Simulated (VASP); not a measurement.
Write the native input for VASP 6.6.1 that does the following.

```yaml
Task: relaxation of the atoms
Functional: PBE
Dispersion: dDsC
Potentials_or_basis: VASP PAW PBE potentials, release 64 (C, W_sv)
Cutoff: 520 eV
k_mesh: 11 × 11 × 1
Occupations: gaussian, width 0.05 eV
Spin: no spin polarisation
Dipole_correction: yes
Atoms_held_fixed_from_0: "[0, 5, 1, 6]"
Further_INCAR_settings: ALGO = Normal; EDIFF = 1e-07; IBRION = 2; EDIFFG = -0.01; NSW = 60
```

The structure of W4C5 lies in POSCAR:

```
W4C5
1.0
    2.9005014360      0.0000000000      0.0000000000
   -1.4502507180      2.5119079273      0.0000000000
    0.0000000000      0.0000000000     26.3160000000
C W
5 4
Selective dynamics
Direct
    0.6666666667      0.3333333334      0.2849977200  F F F
    0.6666666667      0.3333333334      0.3924988600  F F F
    0.6666666667      0.3333333334      0.5000000000  T T T
    0.6666666667      0.3333333334      0.6075011400  T T T
    0.6666666667      0.3333333334      0.7150022800  T T T
    0.0000000000      0.0000000000      0.3387482900  F F F
    0.0000000000      0.0000000000      0.4462494300  F F F
    0.0000000000      0.0000000000      0.5537505700  T T T
    0.0000000000      0.0000000000      0.6612517100  T T T
```

The cell isn't the ideal one: the (0 0 1) slab of WC, cut from the database cell, not relaxed.

One way to write it, as run:

INCAR

```
SYSTEM = W4C5
PREC     = Accurate       ! precision mode
ENCUT    = 520            ! plane-wave cutoff, eV
EDIFF    = 1E-7           ! SCF threshold, eV
ISMEAR   = 0              ! smearing method
SIGMA    = 0.05           ! smearing width, eV
LREAL    = .False.        ! projectors in reciprocal space
LASPH    = .True.         ! aspherical terms in the spheres
NELM     = 80             ! most SCF steps
ALGO     = Normal         ! electronic algorithm
ISIF     = 2              ! what is computed and relaxed
LWAVE    = .False.        ! write WAVECAR
LCHARG   = .False.        ! write CHGCAR
LDIPOL   = .True.       
IDIPOL   = 3            
DIPOL    = 0.5 0.5 0.500
GGA      = PE             ! functional
IVDW     = 4              ! dispersion correction
IBRION   = 2              ! ionic algorithm
NSW      = 60             ! ionic steps
EDIFFG   = -0.01          ! ionic threshold
```

KPOINTS

```
regular mesh
0
Gamma
  11 11 1
  0 0 0
```

Potentials or basis: VASP PAW PBE potentials, release 64 (C, W_sv).

Run with:

```console
$ cat potpaw_PBE.64/C/POTCAR potpaw_PBE.64/W_sv/POTCAR > POTCAR
$ mpirun -np 1 vasp_std > vasp.out
```

It gave:

```yaml
Energy_gained_by_relaxing: 97.7 meV/atom
Ionic_steps: 20
Band_gap_on_the_k_mesh: none (metal or under the smearing width)
Hirshfeld_charges: C -0.17, -0.40, -0.39, -0.26; W +0.37, +0.39, +0.40, +0.44 e
Dispersion_energy_per_atom: -0.233 eV
```

Run time: 41 min on 1 thread of Intel(R) Xeon(R) Platinum 8375C CPU @ 2.90GHz (Ice Lake), on a shared host, peak memory 0.41 GiB.
